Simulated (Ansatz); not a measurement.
Method: Ansatz 0.2.0, DFT PBE, scalar-relativistic, plane waves, PAW. Settings: cutoff 420 eV, Γ-centred meshes spaced at most about 0.3 Å⁻¹ (2π included), Gaussian smearing. No spin polarisation in the final relaxations.

These are static total energies at zero pressure.

Compare these two cells of LiCl, each relaxed at this level.

A.

```cif
data_structure
_symmetry_space_group_name_H-M 'P-3m1'
_symmetry_Int_Tables_number 164
_cell_length_a 4.1869
_cell_length_b 4.1869
_cell_length_c 5.2914
_cell_angle_alpha 90.000
_cell_angle_beta 90.000
_cell_angle_gamma 120.000
_cell_volume 80.33
loop_
_atom_site_label
_atom_site_type_symbol
_atom_site_symmetry_multiplicity
_atom_site_Wyckoff_symbol
_atom_site_fract_x
_atom_site_fract_y
_atom_site_fract_z
_atom_site_occupancy
Li1 Li 2 d 0.66667 0.33333 0.74894 1
Cl1 Cl 2 d 0.66667 0.33333 0.25009 1
```

B.

```cif
data_structure
_symmetry_space_group_name_H-M 'P3_221'
_symmetry_Int_Tables_number 154
_cell_length_a 6.1922
_cell_length_b 6.1922
_cell_length_c 3.7013
_cell_angle_alpha 90.000
_cell_angle_beta 90.000
_cell_angle_gamma 120.000
_cell_volume 122.91
loop_
_atom_site_label
_atom_site_type_symbol
_atom_site_symmetry_multiplicity
_atom_site_Wyckoff_symbol
_atom_site_fract_x
_atom_site_fract_y
_atom_site_fract_z
_atom_site_occupancy
Li1 Li 3 a 0.61218 0.00000 0.66667 1
Cl1 Cl 3 b 0.36023 0.00000 0.16667 1
```

**Question.** Which is lower in energy, and by how much?

**Answer.** A is lower, by 18 meV/atom. A has space group P-3m1 (No. 164), 20.1 Å³/atom and a gap of 5.57 eV on its mesh; B has space group P3_221 (No. 154), 20.5 Å³/atom and a gap of 5.81 eV. Counting Cl atoms around Li (those within 1.25 times the shortest such distance or 1.15 times the sum of covalent radii; a plus sign parts nearer from farther groups), A has Li 3+2 and B has Li 4. In A, Li has 3 Cl at 2.42 Å and 2 Cl at 2.64–2.65 Å; Cl has 3 Li at 2.42 Å and 2 Li at 2.64–2.65 Å. In B, around Li lie 4 Cl at 2.40–2.42 Å; Cl has 4 Li at 2.40–2.42 Å. Both come from invented guesses. The part of the Crystallography Open Database at hand lists LiCl in space group No. 225, which no cell shown has.

Kohn–Sham gaps at this level usually fall short of measured ones.
